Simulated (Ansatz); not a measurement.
**PtAl: changing the pressure**

The cell as given:

```
CELL_PARAMETERS angstrom
3.09155 0.00000 0.00000
0.00000 3.09155 0.00000
0.00000 0.00000 3.09155
ATOMIC_POSITIONS crystal
Pt 0.50000 0.50000 0.50000
Al 0.00000 0.00000 0.00000
```

Measurements of this composition are mostly on another form, of space group No. 198.

Kept alike: task relaxation of cell and atoms; functional r2SCAN; k mesh 9 × 9 × 9; occupations fermi-dirac, width 0.05 eV; no spin polarisation. Program: Ansatz, Ansatz PAW, cutoff 500 eV. The mesh is that of the run's cell of 2 atoms. No spin-orbit coupling.

| pressure, P (GPa) | volume (Å³/atom) |
| --- | --- |
| 0 | 14.411 |
| 2 | 14.274 |
| 5 | 14.081 |
| 10 | 13.789 |
| 20 | 13.289 |
| 30 | 12.872 |

The relaxations keep at least the cell's symmetry (Pm-3m). For a metal such a mesh leaves the last digits unconverged. The runs follow the start's structure, whether or not it is the stable one at these pressures. P is the pressure aimed at, which the runs meet within some hundredths to tenths of a GPa. All rows use potentials made for PBE.

The volume falls from 14.411 to 12.872 Å³/atom between 0 and 30 GPa. The volume falls ever more slowly, since the solid stiffens under load. At the pressures aimed at, which the runs meet within some tenths of a GPa, the step from 0 to 5 GPa gives a mean bulk modulus near 216 GPa, the last step 314 GPa.
